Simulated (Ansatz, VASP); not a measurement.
HfB2: VASP beside Ansatz

```
CELL_PARAMETERS angstrom
3.35148 0.00000 0.00000
-1.67574 2.90247 0.00000
0.00000 0.00000 3.40118
ATOMIC_POSITIONS crystal
Hf 0.00000 0.00000 0.98781
B 0.33333 0.66667 0.50610
B 0.66667 0.33333 0.50610
```

Alike in both runs: task single point; functional PBE; k mesh 12 × 12 × 12; occupations gaussian, width 0.1 eV; no spin polarisation.

```csv
,VASP,Ansatz
version,VASP 6.6.1,Ansatz 0.2.0
potentials or method,"VASP PAW PBE potentials, release 64 (Hf_pv, B)","scalar-relativistic, plane waves, PAW"
plane-wave cutoff (eV),520,420
valence electrons in the cell,16,32
```

Ansatz gave:

```
gap on the k mesh at the Fermi level (eV)       : none
pressure (GPa)                                  : -21.4
largest component of the traceless stress (GPa) : 18.09
rms of the force components (eV/Å)              : 0.307
```

Problem. What did VASP give for the same quantities?

Solution. gap on the k mesh at the Fermi level (eV): none; pressure (GPa): -21.9; largest component of the traceless stress (GPa): 18.16; rms of the force components (eV/Å): 0.307.

Atom by atom the forces differ by 0.000 eV/Å (rms over components). A gap of «none» marks a metal or a gap that the smearing closes. With one functional, cell and mesh, what is left measures potentials, basis and numerics. The two sets of potentials don't hold the same shells in valence.

Caveats: so large a pressure means that the cell lies far from this level's equilibrium, or that cutoff or potentials fall short (VASP). The runs have no spin-orbit coupling, so splittings on Hf are missing.
